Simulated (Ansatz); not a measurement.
# Zinc-blende InN (metastable phase)

Method: revPBE (PAW; Ansatz, a first-principles code).

Settings: plane-wave cutoff 520 eV, 24×24×24 k mesh, Fermi–Dirac smearing 0.05 eV, scalar-relativistic PAW data made under PBE.

Cell: relaxed at this level.

| Quantity | Result |
|---|---|
| elastic constant C11 | 153 GPa |
| elastic constant C12 | 95.6 GPa |
| elastic constant C44 | 76.3 GPa |
| Voigt–Reuss–Hill bulk modulus | 115 GPa |
| Voigt–Reuss–Hill shear modulus (Hill average) | 51.5 GPa |

Note: the solid has no gap at this level, which affects its response.

Elastic constants are with the ions relaxed.

Spin–orbit coupling is not included.

Computed values are for the static lattice.

Computing time: about 12 core-minutes (a rough figure).
